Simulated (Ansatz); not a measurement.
Molecular dynamics of WC

Input file:

```yaml
accuracy: low
crystal:
  lattice:
    - [-2.950081, -5.10969, 0.0]
    - [4.425122, -2.554845, 0.0]
    - [0.0, 0.0, 5.791504]
  atoms:
    - { symbol: W, position: [0.80339571, 0.53672671, 0.01492043] }
    - { symbol: C, position: [0.58039929, 0.81205166, 0.27458973] }
    - { symbol: W, position: [0.81913786, 0.37218418, 0.50425228] }
    - { symbol: C, position: [0.57340605, 0.68938868, 0.7516608] }
    - { symbol: W, position: [0.55839189, -0.00798997, -0.05006879] }
    - { symbol: C, position: [0.05815213, 0.24843879, 0.25000895] }
    - { symbol: W, position: [0.29543052, 0.14972152, 0.44532749] }
    - { symbol: C, position: [-0.03178873, 0.17894616, 0.70575805] }
    - { symbol: W, position: [0.34242988, 0.44202584, 0.02802317] }
    - { symbol: C, position: [0.05601239, 0.58368786, 0.25769748] }
    - { symbol: W, position: [0.27646056, 0.61789427, 0.52506147] }
    - { symbol: C, position: [0.09056205, 0.64012863, 0.83194979] }
    - { symbol: W, position: [0.07904424, -0.0461443, 0.03845126] }
    - { symbol: C, position: [0.74433406, 0.14067468, 0.21366431] }
    - { symbol: W, position: [-0.14930834, -0.08259311, 0.49390341] }
    - { symbol: C, position: [0.5465442, 0.31820093, 0.71664985] }
basis:
  ecutwfc: 420.0
kpoints:
  mp_grid: { grid: [2, 3, 3] }
hamiltonian:
  xc: pbe
  dispersion: d3bj
  pseudopotentials: { kind: paw, azcp: { folder: soft_1 } }
scf:
  occupations: { method: fermi_dirac, width: 0.24 }
  lower_state_search: "off"
md:
  timestep: 1
  n_steps: 300
  ensemble: nvt_langevin
  temperature: 1680.0
  initial_velocities: maxwell_boltzmann
  seed: 646670
  friction: 0.02
```

Run as:

```bash
$ ansatz run input.yaml --threads 2 --pin off --max-ram 5120MiB --backend cpu --events-out ev --progress --plain --runs-dir out
```

It goes on from the last frame of an earlier run, with new velocities.

Output, in part (step lines):

```
md step     0: t =     0.00 fs  T =  1575.0 K  F+E_penalty+E_count = -85082.12714275 eV  E_kin = 3.257352 eV  (9 SCF iters)
[... lines left out ...]
```

The steps, from the saved trajectory:

```
time (fs)  T (K)  potential energy less start (eV)
        0   1575                             0.000
       10   2001                            -1.869
       20   2070                            -2.308
       30   2506                            -3.350
       40   2046                            -3.326
       50   2572                            -5.084
       60   2509                            -5.506
       70   1736                            -5.017
       80   1835                            -4.724
       90   1614                            -4.814
      100   1661                            -4.799
      110   1755                            -4.833
      120   1831                            -5.418
      130   1956                            -6.068
      140   1453                            -5.753
      150   1063                            -5.648
      160   1390                            -6.352
      170   1591                            -5.898
      180   1808                            -6.195
      190   1546                            -5.938
      200   1674                            -6.339
      210   2261                            -7.353
      220   1679                            -6.699
      230   2404                            -7.032
      240   1740                            -5.770
      250   1612                            -5.722
      260   1764                            -6.172
      270   2019                            -6.489
      280   2006                            -6.509
      290   1709                            -6.265
      300   1754                            -6.439
```

The run went to its last step. A run of 0.3 ps of so small a system gives no equilibrium averages. Limits of this set-up: coarse k mesh, low accuracy level.

Mean squared displacements from the first frame to the last, about the centre of mass: W 0.18 Å², C 0.55 Å².

Last frame:

```xyz
16
Lattice="-2.9501 -5.1097 0.0000 4.4251 -2.5548 0.0000 0.0000 0.0000 5.7915" Properties=species:S:1:pos:R:3
W -0.333 -5.534 -0.128
C 2.606 -4.350 1.204
W -0.688 -5.193 3.021
C 1.050 -5.633 4.041
W -1.958 -3.013 -0.425
C 1.497 -1.656 1.798
W -0.301 -1.823 2.649
C 0.238 -0.277 3.770
W 1.030 -2.863 0.349
C 2.872 -1.549 1.606
W 1.669 -3.311 3.419
C 2.464 -2.141 4.670
W -0.346 -0.295 0.142
C -1.714 -4.449 0.946
W 0.284 1.613 2.317
C -0.100 -3.260 4.343
```

The run took 26 min on 2 threads of Arm Neoverse V2 (shared host), peak memory 0.64 GiB.
